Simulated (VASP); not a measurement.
# BN (F-43m) in VASP: settings compared

Aim: see how the results for BN move with the level of theory and the settings. Levels: PBE, LDA. Tasks: G0W0 quasiparticle levels, band structure.

All numbers are computed with VASP 6.6.1; they aren't measurements. Logs are shortened: lines on timing, memory, paths and dates and some standing lists are left out, and cuts for length are marked.

**Experimental background.**

From a printed reference work, monograph, for a bulk crystal of BN at 300 K: band gap 6.4 eV (indirect).

How close the calculation comes is told below.

## Step 1: The structure

It takes space group F-43m (No. 216, cubic). Conventional cell: a = 3.626 Å, b = 3.626 Å, c = 3.626 Å, α = 90.00°, β = 90.00°, γ = 90.00°. N (site symmetry -43m) is surrounded by 4 B at 1.57 Å. B (site symmetry -43m) has 4 N at 1.57 Å as nearest neighbours.

The cell is a database's computed one.

## Step 2: G0W0 quasiparticle levels, PBE

Input file POSCAR:

```
BN
1.0
    0.0000000000      1.8130010000      1.8130010000
    1.8130010000      0.0000000000      1.8130010000
    1.8130010000      1.8130010000      0.0000000000
N B
1 1
Direct
    0.2500000000      0.2500000000      0.2500000000
    0.0000000000      0.0000000000      0.0000000000
```

Input file INCAR.step1:

```
PREC = Accurate
ENCUT = 450
EDIFF = 1E-8
ISMEAR = 0
SIGMA = 0.01
LREAL = F
LASPH = T
NELM = 100
ALGO = Fast
LWAVE = T
LCHARG = F
GGA = PE
```

Input file INCAR.step2:

```
PREC = Accurate
ENCUT = 450
EDIFF = 1E-8
ISMEAR = 0
SIGMA = 0.01
LREAL = F
LASPH = T
NELM = 1
ALGO = Exact
LWAVE = T
LCHARG = F
GGA = PE
NBANDS = 69
LOPTICS = T
ISTART = 1
```

Input file INCAR.step3:

```
PREC = Accurate
ENCUT = 450
EDIFF = 1E-8
ISMEAR = 0
SIGMA = 0.01
LREAL = F
LASPH = T
ALGO = EVGW0
LWAVE = F
LCHARG = F
GGA = PE
NELMGW = 1
NBANDS = 69
ENCUTGW = 180
NOMEGA = 50
PRECFOCK = Fast
ISTART = 1
NBANDSGW = 12
```

Input file KPOINTS:

```
Automatic mesh
0
Gamma
  6 6 6
```

Potentials or basis: VASP PAW PBE potentials, release 64 (N_GW, B_GW).

Run with:

```console
$ cat potpaw_PBE.64/N_GW/POTCAR potpaw_PBE.64/B_GW/POTCAR > POTCAR
$ cp INCAR.step1 INCAR
$ mpirun -np 1 vasp_std > vasp.out
$ cp INCAR.step2 INCAR
$ mpirun -np 1 vasp_std > vasp.out
$ cp INCAR.step3 INCAR
$ mpirun -np 1 vasp_std > vasp.out
```

OUTCAR:

```text
PREC = Accurate
   ENCUT = 450
   EDIFF = 1E-8
   ISMEAR = 0
   LREAL = F
   LASPH = T
   GGA = PE
   NELMGW = 1
   ENCUTGW = 180
   PRECFOCK = Fast
   ISTART = 1

 ion  position               nearest neighbor table
   1  0.250  0.250  0.250-   2 1.57   2 1.57   2 1.57   2 1.57
   2  0.000  0.000  0.000-   1 1.57   1 1.57   1 1.57   1 1.57

  LATTYP: Found a face centered cubic cell.
 ALAT       =     3.6260020000

  Lattice vectors:

 A1 = (   0.0000000000,   1.8130010000,   1.8130010000)
 A2 = (   1.8130010000,   0.0000000000,   1.8130010000)
 A3 = (   1.8130010000,   1.8130010000,   0.0000000000)

Analysis of symmetry for initial positions (statically):
=====================================================================
 Subroutine PRICEL returns:
 Original cell was already a primitive cell.

 Routine SETGRP: Setting up the symmetry group for a
 face centered cubic supercell.

 Subroutine GETGRP returns: Found 24 space group operations
 (whereof 24 operations were pure point group operations)
 out of a pool of 48 trial point group operations.

The static configuration has the point symmetry T_d .

Analysis of symmetry for dynamics (positions and initial velocities):
=====================================================================
 Subroutine PRICEL returns:
 Original cell was already a primitive cell.

 Routine SETGRP: Setting up the symmetry group for a
 face centered cubic supercell.

 Subroutine GETGRP returns: Found 24 space group operations
 (whereof 24 operations were pure point group operations)
 out of a pool of 48 trial point group operations.

The dynamic configuration has the point symmetry T_d .

 Subroutine INISYM returns: Found 24 space group operations
 (whereof 24 operations are pure point group operations),
 and found     1 'primitive' translations

----------------------------------------------------------------------------------------

[... 80 lines left out ...]
   LASPH  =      T    aspherical Exc in radial PAW
   ENCUT  =  450.0 eV  33.07 Ry    5.75 a.u.   4.43  4.43  4.43*2*pi/ulx,y,z
   NELM   =     60;   NELMIN=  2; NELMDL=  0     # of ELM steps
   EDIFF  = 0.1E-07   stopping-criterion for ELM
   LREAL  =      F    real-space projection
   EDIFFG = 0.1E-06   stopping-criterion for IOM
   NSW    =      0    number of steps for IOM
   IBRION =     -1    ionic relax: 0-MD 1-quasi-New 2-CG
   NFREE  =      0    steps in history (QN), initial steepest desc. (CG)
   ISIF   =      0    stress and relaxation
   ISYM   =      3    0-nonsym 1-usesym 2-fastsym
   POTIM  = 0.5000    time-step for ionic-motion
   TEBEG  =    0.0;   TEEND  =   0.0 temperature during run
   PSTRESS=    0.0 pullay stress
   NELECT =       8.0000    total number of electrons
   NUPDOWN=      -1.0000    fix difference up-down
   EMIN   =  10.00;   EMAX   =-10.00  energy-range for DOS
   EFERMI =   0.00;   METHOD = LEGACY
   ISMEAR =     0;   SIGMA  =   0.01  broadening in eV -4-tet -1-fermi 0-gaus
   EFERMI_NEDOS =   21; number of points for ismear=-14 and -15
   IALGO  =     38    algorithm
   IMIX   =      4    mixing-type and parameters
     AMIX     =   0.40;   BMIX     =  1.00
     AMIX_MAG =   1.60;   BMIX_MAG =  1.00
  volume/ion in A,a.u.               =       5.96        40.22
  Fermi-wavevector in a.u.,A,eV,Ry     =   1.433387  2.708709 27.954506  2.054598
  Thomas-Fermi vector in A             =   2.552911
   LORBIT       =      0    0 simple, 1 ext, 2 COOP (PROOUT), +10 PAW based schemes
   GGA     = PE    functional components
   LHFCALC =     T    Hartree Fock is set to
   PRECFOCK=fast      Normal, Fast or Accurate (Low or Medium for compatibility)
   ENCUT4O =  -1.0   cutoff for four orbital integrals eV
   NKREDX  =     1    reduce k-point grid by
   NKREDY  =     1    reduce k-point grid by
   NKREDZ  =     1    reduce k-point grid by
   AEXX    =    1.0000 exact exchange contribution
   HFSCREEN=    0.0000 screening length (either q_TF or 0.3 A-1)
   HFSCREENC=   0.0000 screening length for correlation (either q_TF or 0.3 A-1)
   ENCUTFOCK=  -1.0 apply spherical cutoff to Coloumb kernel
   IVDW    =     0    specifies the selected vdW correction
   LEPSILON=     F    determine dielectric tensor
   LRPA    =     F    only Hartree local field effects (RPA)
   LRPAFORCE           =     F    calculate RPA forces
   ENCUTGW             = 180.0    cutoff for response function in eV
   ENCUTGWSOFT         = 144.0    soft cutoff for Coulomb kernel in GW response function in eV
   ENCUTLF             =  -1.0    cutoff for local field effects
   NELMGW              =     1    number of iterations in solving QP/BSE equation
   NELMHF              =     1    number of iterations in the inner HF iteration
   NKREDLFX            =     1    NKREDLFY  =   1   NKREDLFZ  =   1
 non-spin polarized calculation
 Gauss-broadening in eV      SIGMA  =   0.01
  energy-cutoff  :      450.00
  volume of cell :       11.92
 maximum number of plane-waves:       269
 NGX is ok and might be reduce to    18
  NGX = 12; NGY = 12; NGZ = 12
   NGX =  9   NGY =  9   NGZ =  9
 maximum number of plane-waves:        72

 QP shifts <psi_nk| G(iteration)W_0 |psi_nk>: iteration 1
 for sc-GW calculations column KS-energies equals QP-energies in previous step
 and V_xc(KS)=  KS-energies - (<T + V_ion + V_H > + <T+V_H+V_ion>^1  + <V_x>^1)

 k-point   1 :       0.0000    0.0000    0.0000
  band No.  KS-energies  QP-energies   sigma(KS)   V_xc(KS)     V^pw_x(r,r')   Z            occupation Imag(sigma)

      1     -12.7787     -14.8297     -18.1032     -15.4678     -26.4529       0.7783       2.0000       1.4434
      2       7.3541       6.4701     -19.3300     -18.2564     -21.8528       0.8234       2.0000       0.0828
      3       7.3541       6.4701     -19.3300     -18.2564     -21.8528       0.8234       2.0000       0.0828
      4       7.3541       6.4701     -19.3300     -18.2564     -21.8528       0.8234       2.0000       0.0828
      5      16.1278      17.4106     -12.2081     -13.7513      -6.9797       0.8312       0.0000      -0.0971
      6      16.1278      17.4106     -12.2081     -13.7513      -6.9797       0.8312       0.0000      -0.0971
      7      16.1278      17.4106     -12.2081     -13.7513      -6.9797       0.8312       0.0000      -0.0971
      8      17.5468      18.6446     -14.0635     -15.4146      -8.3992       0.8126       0.0000      -0.1189
      9      31.9263      32.3568     -10.8572     -11.4017      -3.2986       0.7904       0.0000      -0.5767
     10      35.0206      36.1555     -11.9148     -13.2713      -5.4228       0.8366       0.0000      -0.5658
     11      35.0206      36.1555     -11.9148     -13.2713      -5.4228       0.8366       0.0000      -0.5658
     12      35.6187      36.2083     -10.3316     -11.0426      -3.0285       0.8294       0.0000      -0.9004
[... 228 lines left out ...]
      1      -7.0287      -8.6339     -19.5981     -17.4539     -26.8636       0.7486       2.0000       0.6758
      2      -0.7890      -2.4592     -17.5565     -15.4180     -22.0381       0.7810       2.0000       0.1782
      3       1.2127      -0.2418     -17.5866     -15.7634     -21.3792       0.7978       2.0000       0.1327
      4       1.2588      -0.1332     -17.0309     -15.2947     -20.5832       0.8018       2.0000       0.1249
      5      15.0918      16.0420     -12.7102     -13.8503      -7.8094       0.8334       0.0000      -0.0926
      6      19.2947      20.3681     -12.2705     -13.5678      -6.6795       0.8274       0.0000      -0.1159
      7      22.3234      23.8237     -13.2736     -15.1749      -6.4342       0.7891       0.0000      -0.1951
      8      24.0199      25.6020     -13.5253     -15.5480      -6.4633       0.7822       0.0000      -0.2223
      9      26.8020      28.2989     -14.2278     -16.1638      -6.8105       0.7732       0.0000      -0.3099
     10      33.0797      34.4782     -12.0930     -13.8481      -4.1997       0.7969       0.0000      -0.7331
     11      37.4123      38.3660     -11.6475     -12.8062      -4.1695       0.8231       0.0000      -0.9569
     12      40.5251      41.7294     -11.4179     -12.8837      -3.8335       0.8215       0.0000      -1.0551
```

OUTCAR.step1:

```text
PREC = Accurate
   ENCUT = 450
   EDIFF = 1E-8
   ISMEAR = 0
   LREAL = F
   LASPH = T
[... 387 lines left out ...]
 -----------------------------------------------------------------------------------
      0.90650      0.90650      0.90650         0.000000      0.000000      0.000000
      0.00000      0.00000      0.00000        -0.000000     -0.000000     -0.000000
 -----------------------------------------------------------------------------------
    total drift:                                0.000001      0.000001      0.000001

  FREE ENERGIE OF THE ION-ELECTRON SYSTEM (eV)
  ---------------------------------------------------
  free  energy   TOTEN  =       -17.4445275233 eV

  energy  without entropy=      -17.4445275233  energy(sigma->0) =      -17.44452752
```

Wall time 61 s (1 thread of Intel Xeon Platinum 8488C (Sapphire Rapids), shared host); peak memory 0.22 GiB.

Results:

| Property | Result |
| --- | --- |
| Band gap on the k mesh, mean-field level | 4.45 eV, indirect (least direct gap 8.77 eV) |
| Quasiparticle gap | 6.00 eV |
| Least direct quasiparticle gap | 10.94 eV |

Levels at points of the mesh, in eV from the valence-band top:
```tsv
k point	band 1	band 2	band 3	band 4	band 5	band 6	band 7	band 8
(0.00, 0.00, 0.00)	-20.13	0.00	0.00	0.00	8.77	8.77	8.77	10.19
(0.50, 0.00, 0.00)	-15.96	-10.61	-1.93	-1.93	10.02	10.66	10.66	15.17
(0.50, 0.50, 0.00)	-14.61	-8.86	-4.86	-4.86	4.45	9.17	17.79	17.79
```

Caveat: the k mesh is coarse (spacing up to 0.50 Å⁻¹), so the values aren't converged; the cutoff is under 1.25 times the usual one of these potentials, so pressure, stress and relaxed cells hold a basis-set (Pulay) error; bands, screening cutoff and mesh are small and nothing is extrapolated, so the quasiparticle values aren't converged. A k mesh can miss the band edges.

## Step 3: Band structure, PBE

Input file INCAR:

```
SYSTEM = BN
  PREC = Accurate
  ENCUT = 520
  EDIFF = 1E-6
  ISMEAR = 0
  SIGMA = 0.02
  LREAL = .FALSE.
  LASPH = .TRUE.
  NELM = 80
  ALGO = Fast
  ISIF = 2
  LWAVE = .FALSE.
  LCHARG = .FALSE.
  GGA = PE
```

Input file KPOINTS:

```
regular mesh
0
G
  12 12 12
  0 0 0
```

POSCAR is that of step 2.

Input file KPOINTS_OPT:

```
path GXWKGLUWLK,UX
20
line-mode
reciprocal
 0.0000000000  0.0000000000  0.0000000000  G
 0.5000000000  0.0000000000  0.5000000000  X

 0.5000000000  0.0000000000  0.5000000000  X
 0.5000000000  0.2500000000  0.7500000000  W

 0.5000000000  0.2500000000  0.7500000000  W
 0.3750000000  0.3750000000  0.7500000000  K

 0.3750000000  0.3750000000  0.7500000000  K
 0.0000000000  0.0000000000  0.0000000000  G

 0.0000000000  0.0000000000  0.0000000000  G
 0.5000000000  0.5000000000  0.5000000000  L

 0.5000000000  0.5000000000  0.5000000000  L
 0.6250000000  0.2500000000  0.6250000000  U

 0.6250000000  0.2500000000  0.6250000000  U
 0.5000000000  0.2500000000  0.7500000000  W

 0.5000000000  0.2500000000  0.7500000000  W
 0.5000000000  0.5000000000  0.5000000000  L

 0.5000000000  0.5000000000  0.5000000000  L
 0.3750000000  0.3750000000  0.7500000000  K

 0.6250000000  0.2500000000  0.6250000000  U
 0.5000000000  0.0000000000  0.5000000000  X
```

Potentials or basis: VASP PAW PBE potentials, release 64 (N, B).

Run with:

```console
$ cat potpaw_PBE.64/N/POTCAR potpaw_PBE.64/B/POTCAR > POTCAR
$ mpirun -np 1 vasp_std > vasp.out
```

It took 10 s on 1 thread of Intel Xeon Platinum 8488C (Sapphire Rapids), shared host; peak memory 0.13 GiB.

Results (log left out):

| Quantity | Value |
| --- | --- |
| Free energy | -17.4510 eV |
| Pressure | -0.2 GPa |
| Band gap on the k mesh | 4.45 eV, indirect (least direct gap 8.78 eV) |
| Band gap along the path | 4.45 eV, indirect (least direct gap 8.78 eV) |

Levels at the corners of the path, in eV from the valence-band top:
| point | band 1 | band 2 | band 3 | band 4 | band 5 | band 6 | band 7 | band 8 |
| --- | --- | --- | --- | --- | --- | --- | --- | --- |
| Γ | -20.13 | 0.00 | 0.00 | 0.00 | 8.78 | 8.78 | 8.78 | 10.20 |
| X | -14.60 | -8.86 | -4.86 | -4.86 | 4.45 | 9.18 | 17.78 | 17.78 |
| X | -14.60 | -8.86 | -4.86 | -4.86 | 4.45 | 9.18 | 17.78 | 17.78 |
| W | -14.30 | -7.55 | -6.90 | -6.44 | 9.56 | 13.20 | 14.45 | 14.52 |
| W | -14.30 | -7.55 | -6.90 | -6.44 | 9.56 | 13.20 | 14.45 | 14.52 |
| K | -14.52 | -8.08 | -7.59 | -4.04 | 6.88 | 12.79 | 15.71 | 16.54 |
| K | -14.52 | -8.08 | -7.59 | -4.04 | 6.88 | 12.79 | 15.71 | 16.54 |
| Γ | -20.13 | 0.00 | 0.00 | 0.00 | 8.78 | 8.78 | 8.78 | 10.20 |
| Γ | -20.13 | 0.00 | 0.00 | 0.00 | 8.78 | 8.78 | 8.78 | 10.20 |
| L | -15.95 | -10.61 | -1.92 | -1.92 | 10.03 | 10.66 | 10.66 | 15.16 |
| L | -15.95 | -10.61 | -1.92 | -1.92 | 10.03 | 10.66 | 10.66 | 15.16 |
| U | -14.52 | -8.08 | -7.59 | -4.04 | 6.88 | 12.79 | 15.71 | 16.54 |
| U | -14.52 | -8.08 | -7.59 | -4.04 | 6.88 | 12.79 | 15.71 | 16.54 |
| W | -14.30 | -7.55 | -6.90 | -6.44 | 9.56 | 13.20 | 14.45 | 14.52 |
| W | -14.30 | -7.55 | -6.90 | -6.44 | 9.56 | 13.20 | 14.45 | 14.52 |
| L | -15.95 | -10.61 | -1.92 | -1.92 | 10.03 | 10.66 | 10.66 | 15.16 |
| L | -15.95 | -10.61 | -1.92 | -1.92 | 10.03 | 10.66 | 10.66 | 15.16 |
| K | -14.52 | -8.08 | -7.59 | -4.04 | 6.88 | 12.79 | 15.71 | 16.54 |
| U | -14.52 | -8.08 | -7.59 | -4.04 | 6.88 | 12.79 | 15.71 | 16.54 |
| X | -14.60 | -8.86 | -4.86 | -4.86 | 4.45 | 9.18 | 17.78 | 17.78 |

## Step 4: Band structure, LDA

INCAR: that of step 3 with these lines changed.

```diff
@@ -13,2 +13 @@
   LCHARG = .FALSE.
-  GGA = PE
```

KPOINTS is that of step 3.

POSCAR is that of step 3.

KPOINTS_OPT is that of step 3.

Potentials or basis: VASP PAW LDA potentials, release 64 (N, B).

Run with:

```console
$ cat potpaw_LDA.64/N/POTCAR potpaw_LDA.64/B/POTCAR > POTCAR
$ mpirun -np 1 vasp_std > vasp.out
```

Run time: 9.5 s. Hardware: 1 thread of Intel Xeon Platinum 8488C (Sapphire Rapids), shared host; peak memory 0.12 GiB.

Results (log left out):

| Item | Value |
| --- | --- |
| Free energy | -19.3968 eV |
| Pressure | -13.4 GPa |
| Band gap on the k mesh | 4.33 eV, indirect (least direct gap 8.64 eV) |
| Band gap along the path | 4.33 eV, indirect (least direct gap 8.64 eV) |

Levels at the corners of the path, in eV from the valence-band top:
```tsv
point	band 1	band 2	band 3	band 4	band 5	band 6	band 7	band 8
Γ	-19.97	0.00	0.00	0.00	8.64	8.64	8.64	10.29
X	-14.36	-8.83	-4.88	-4.88	4.33	9.09	17.56	17.56
X	-14.36	-8.83	-4.88	-4.88	4.33	9.09	17.56	17.56
W	-14.04	-7.47	-6.96	-6.50	9.39	13.12	14.19	14.52
W	-14.04	-7.47	-6.96	-6.50	9.39	13.12	14.19	14.52
K	-14.27	-8.03	-7.66	-4.06	6.76	12.68	15.53	16.39
K	-14.27	-8.03	-7.66	-4.06	6.76	12.68	15.53	16.39
Γ	-19.97	0.00	0.00	0.00	8.64	8.64	8.64	10.29
Γ	-19.97	0.00	0.00	0.00	8.64	8.64	8.64	10.29
L	-15.73	-10.63	-1.93	-1.93	10.09	10.51	10.51	14.92
L	-15.73	-10.63	-1.93	-1.93	10.09	10.51	10.51	14.92
U	-14.27	-8.03	-7.66	-4.06	6.76	12.68	15.53	16.39
U	-14.27	-8.03	-7.66	-4.06	6.76	12.68	15.53	16.39
W	-14.04	-7.47	-6.96	-6.50	9.39	13.12	14.19	14.52
W	-14.04	-7.47	-6.96	-6.50	9.39	13.12	14.19	14.52
L	-15.73	-10.63	-1.93	-1.93	10.09	10.51	10.51	14.92
L	-15.73	-10.63	-1.93	-1.93	10.09	10.51	10.51	14.92
K	-14.27	-8.03	-7.66	-4.06	6.76	12.68	15.53	16.39
U	-14.27	-8.03	-7.66	-4.06	6.76	12.68	15.53	16.39
X	-14.36	-8.83	-4.88	-4.88	4.33	9.09	17.56	17.56
```

## Step 5: The runs side by side

```tsv
task	level	potentials or basis	k mesh	cutoff (eV)	smearing	GW scheme	GW iterations	cutoff of the response function	frequency points	empty bands	mesh quality	gap on the mesh (eV)	pressure (GPa)
G0W0 quasiparticle levels	PBE	VASP PAW PBE potentials, release 64 (N_GW, B_GW)	6 × 6 × 6	450	gaussian 0.01 eV	G0W0	1	180	50	65	coarse	-	-
band structure	PBE	VASP PAW PBE potentials, release 64 (N, B)	12 × 12 × 12	520	gaussian 0.02 eV	-	-	-	-	-	not flagged	4.45	-0.2
band structure	LDA	VASP PAW LDA potentials, release 64 (N, B)	12 × 12 × 12	520	gaussian 0.02 eV	-	-	-	-	-	not flagged	4.33	-13.4
```

Alike in all rows: no spin polarisation; cell as given.

Caveats: some runs use coarse meshes; the cutoff is under 1.25 times the usual one of these potentials, so pressure, stress and relaxed cells hold a basis-set (Pulay) error (some runs); bands, screening cutoff and mesh are small and nothing is extrapolated, so the quasiparticle values aren't converged (some runs).

Total energies depend on the potentials used, so only differences within one code and one set of settings carry meaning.

## Step 6: Comparison with measurements

Step 3. Measured gap of BN: 6.4 eV (indirect; 300 K; a printed reference work, monograph). This calculation gives 4.45 eV (-1.95 eV). The value is that of PBE, without temperature or zero-point motion. Semilocal functionals fall short of measured gaps as a rule. The cell is a database's relaxed one, not the measured one, which moves gaps too.

Step 4. Against the measured gap of BN, 6.4 eV (indirect; 300 K; a printed reference work, monograph), the calculated 4.33 eV is off by -2.07 eV. The value is that of LDA, without temperature or zero-point motion. Semilocal functionals fall short of measured gaps as a rule. The cell is a database's relaxed one, not the measured one, which moves gaps too.
